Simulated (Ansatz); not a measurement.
Runs of Ansatz 0.2.0 on CuO. The typed cell holds 4 atoms: a = 2.993 Å, b = 2.993 Å, c = 5.184 Å, α = 73.22°, β = 73.22°, γ = 60.00°. The cell comes from a database or a generator and needn't be the stable form of this composition.

```tsv
task	level	U	cell	k mesh	cutoff (eV)	atoms under strain	hubbard projectors	double counting	points for each segment of the path	gap on the mesh (eV)	pressure (GPa)	largest force (eV/Å)
elastic constants	LDA	-	as given	9 × 9 × 5	420	relaxed	-	-	-	none	-15.0	-
single point	PBE	-	as given	10 × 10 × 6	250	-	-	-	-	none	(a)	1.08
relaxation of cell and atoms	PBEsol+U	Cu d U = 5.3 eV	relaxed	10 × 10 × 6	420	-	ortho-atomic (the default)	fll (the default)	-	none	0.0	-
band structure	r2SCAN	-	as given	10 × 10 × 6	500	-	-	-	14	none	-2.0	1.21
single point	PBE	-	as given	8 × 8 × 4	420	-	-	-	-	none	5.6	(b)
```

Alike in all rows: potentials or basis Ansatz PAW; no spin polarisation; smearing fermi-dirac 0.05 eV.

Question: Estimate the missing entries.

Answer: (a) 3.4; (b) 1.24.

Caveats: the run has no spin polarisation, though such a crystal can be magnetic; semilocal functionals often make such compounds metallic where correlation or magnetic order opens a gap, which also shifts bond lengths (some runs); the PAW data sets come from PBE, with cores solved anew for the run's functional, which leaves a small shift of forces and pressure (some runs); forces of over 1 eV/Å show positions far from the minimum, so gaps and moduli don't describe the material at rest (some runs); the cell is more than 3 GPa from zero pressure, which shifts response properties (some runs); elastic constants of metals need much finer meshes, so these are rough (some runs); the pressure holds a Pulay correction of +199.5 GPa for the finite cutoff (some runs).

A gap of «none» marks a metal or a gap under the smearing width.
